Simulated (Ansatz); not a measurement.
**Al₂Cu: field gradients at two levels of theory**

Cell: a structure deposited in the COD, whose atoms a relaxation with PBE at fixed cell left in place.

```cif
data_Al2Cu
_symmetry_space_group_name_H-M 'I4/mcm'
_symmetry_Int_Tables_number 140
_cell_length_a 6.0670
_cell_length_b 6.0670
_cell_length_c 4.8770
_cell_angle_alpha 90.000
_cell_angle_beta 90.000
_cell_angle_gamma 90.000
loop_
_atom_site_label
_atom_site_type_symbol
_atom_site_symmetry_multiplicity
_atom_site_Wyckoff_symbol
_atom_site_fract_x
_atom_site_fract_y
_atom_site_fract_z
Al Al 8 h 0.1581 0.6581 0.5000
Cu Cu 4 a 0.0000 0.0000 0.7500
```

One atom of each set is listed; the run and its k-mesh use a cell of 6 atoms with edges of 4.93, 4.93, 4.93 Å.

First run. Level of theory: DFT, PBE, plane waves and PAW, scalar-relativistic, 420 eV cutoff, Γ-centred 12×12×12 k-points, Fermi–Dirac smearing 0.05 eV (Ansatz 0.2.0).

```json
{"site": "Al", "V_zz (10²¹ V/m²)": "-0.76", "η": "0.61"}
{"site": "Cu", "V_zz (10²¹ V/m²)": "-2.80", "η": "0.00"}
```

Second run. The same atoms and settings, except that the functional is LDA.

(1) Given the first result, estimate the second.

Results:

(1) 

```json
{"site": "Al", "V_zz": "-0.77", "η": "0.61", "change of V_zz": "-0.01"}
{"site": "Cu", "V_zz": "-2.73", "η": "0.00", "change of V_zz": "+0.07"}
```

The largest change of V_zz is on Cu, from -2.80 to -2.73. In per cent, |V_zz| changes by -2 on Cu (all sites that start above 2).

The run finds no gap above 0.1 eV (a metal, or nearly one), so the gradients can move by 10 % or more with the k-mesh.
For the second run: At this cell the LDA pressure is -6 GPa, so with LDA the cell would shrink if it were relaxed.
